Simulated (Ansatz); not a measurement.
# CdO: the change of pressure with volume per atom

Results calculated with Ansatz 0.2.0, not measured. Periodic Kohn-Sham DFT of a crystal at fixed atoms; pressure and stress are positive in compression; the energy is the free energy less that of spherical unpolarised free atoms; site moments are those in the method's own spheres, positive along +z.

Cell of the first row (space group Fm-3m, No. 225):
```
CdO
1.0
      0.0000     2.3210     2.3210
      2.3210     0.0000     2.3210
      2.3210     2.3210     0.0000
Cd O
1 1
Direct
  0.00000 0.00000 0.00000
  0.50000 0.50000 0.50000
```

Settings of every row: method frozen-core PAW; functional PBE; relativity scalar; k mesh 13x13x13; filling fermi-dirac; smearing width 0.05 eV; wave cutoff 420 eV; paw set soft_2.

Atom start moment: 0 on all atoms.

| row | volume per atom (Å³) | pressure (GPa) |
| --- | --- | --- |
| 1 | 12.503 | 12.223 |
| 2 | 12.832 | 7.768 |
| 3 | 13.161 | 3.899 |
| 4 | 13.49 | ? |
| 5 | 13.819 | -2.382 |

Question: what pressure should row 4 give?

Worked fit of pressure. Take u = (V_r/V)^(2/3) − 1 with V_r = 12.997 Å³ an atom, which is twice the finite (Eulerian) strain; such expansions in the strain, on which the Birch-Murnaghan equation of state is built, carry the rest volume and the bulk modulus. The shown rows have u = 0.02617, 0.00855, -0.00832, -0.04006. Least squares give pressure = 5.7607 + 229.638 × u + 658.79 × u² GPa; a straight line predicts inner rows, each left out in turn, worse (root mean square 0.45 against 0.0086 GPa). The rows lie off it by 0.001, -0.004, 0.003, -0.001. The pressure vanishes at u = -0.0272, or V = 13.55 Å³ an atom, and there the bulk modulus at fixed shape and fractions is B = −V dP/dV = (2/3)(1 + u) dP/du = 126 GPa. The withheld row has u = -0.02451, so the fit gives 5.7607 + 229.638 × (-0.02451) + 658.79 × (-0.02451)² = 0.528 GPa.

The calculation gave 0.538 GPa. The fit lies 0.010 GPa (1.9 % of the value, 0.068 % of the column's range) below it; its largest miss of a shown row is 0.004 GPa.
